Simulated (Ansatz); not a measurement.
# AlN: the cost of one run

Method: DFT r2SCAN, scalar-relativistic, plane waves, PAW, in Ansatz 0.2.0.

## (1) Starting point

Symmetry: F-43m, No. 216, cubic system. The conventional cell has a = 4.368 Å, b = 4.368 Å, c = 4.368 Å, α = 90.00°, β = 90.00°, γ = 90.00°. Al (site symmetry -43m) is surrounded by 4 N at 1.89 Å. Around N (site symmetry -43m) lie 4 Al at 1.89 Å.

Coordinates:

```
CELL_PARAMETERS angstrom
4.36799 0.00000 0.00000
0.00000 -4.36799 0.00000
0.00000 0.00000 -4.36799
ATOMIC_POSITIONS crystal
Al 0.00000 0.50000 0.50000
Al 0.50000 0.00000 0.50000
Al 0.50000 0.50000 0.00000
Al 0.00000 0.00000 0.00000
N 0.75000 0.75000 0.75000
N 0.25000 0.25000 0.75000
N 0.25000 0.75000 0.25000
N 0.75000 0.25000 0.25000
```

It goes back to an entry of the Materials Project, which need not be the stable form.

No relaxation comes first: the listed cell is the starting point.

## (2) The reference cell

The cell is repeated 4 times, 8 atoms in all. The reference gives a free energy of -3713.7487 eV, pressure 0.26 GPa, largest force 0.000 eV/Å and gap on the mesh 3.94 eV. It was computed beforehand with the settings of the runs below.

## (3) Next: rattled cells

All atoms are moved at random with no net shift, in some cells together with a random strain.

## (4) rms move = 0.250 Å

input.yaml

```yaml
crystal:
  lattice:
    - [4.5675064895, 0.1476446835, 0.0113125644]
    - [-0.1476446835, -4.0698953898, 0.0486492904]
    - [-0.0113125644, 0.0486492904, -4.1805275889]
  atoms:
    - { symbol: Al, position: [0.0387528986, 0.4383529458, 0.5379654334] }
    - { symbol: Al, position: [0.5029325251, 0.0375744683, 0.5228201737] }
    - { symbol: Al, position: [0.5220979851, 0.4356149297, 0.0004045594] }
    - { symbol: Al, position: [-0.0107030183, 0.0025801167, -0.0783131368] }
    - { symbol: "N", position: [0.712761732, 0.7560601577, 0.7529339048] }
    - { symbol: "N", position: [0.2405257382, 0.282440239, 0.7793572376] }
    - { symbol: "N", position: [0.2216372018, 0.763111681, 0.2272628241] }
    - { symbol: "N", position: [0.7719949375, 0.2842654618, 0.2575690038] }
basis:
  ecutwfc: 500
kpoints:
  mp_grid: { grid: [6, 6, 6] }
hamiltonian:
  xc: r2scan
scf:
  occupations: { method: gaussian, width: 0.05 }
output:
  forces: true
  stress: true
  eigenvalues: true
```

Command:

```bash
$ ansatz run input.yaml --threads 2 --pin off --max-ram 5120MiB --backend cpu --events-out ev --progress --plain --runs-dir out
```

**Question.** How long does this run take on 2 threads of Intel Xeon at 2.50GHz (Skylake/Cascade Lake), shared host, and how much memory does it need?

About 45 s, with a peak of 0.58 GiB.
